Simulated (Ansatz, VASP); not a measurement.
## S: VASP beside Ansatz

```xyz
2
Lattice="0.0000 2.8256 2.8256 2.8256 0.0000 2.8256 2.8256 2.8256 0.0000" Properties=species:S:1:pos:R:3 pbc="T T T"
S     2.8256    2.8256    2.8256
S     4.2385    4.2385    4.2385
```

Alike in both runs: task single point; functional PBE; k mesh 14 × 14 × 14; occupations gaussian, width 0.1 eV; no spin polarisation.

```csv
,VASP,Ansatz
version,VASP 6.6.1,Ansatz 0.2.0
potentials or method,"VASP PAW PBE potentials, release 64 (S)","scalar-relativistic, plane waves, PAW"
plane-wave cutoff (eV),520,420
valence electrons in the cell,12,12
```

Ansatz gave:

* gap on the k mesh at the Fermi level (eV): none
* pressure (GPa): 3.6

Which values does VASP return?

gap on the k mesh at the Fermi level (eV): none; pressure (GPa): 3.5.

A gap of «none» marks a metal or a gap that the smearing closes.
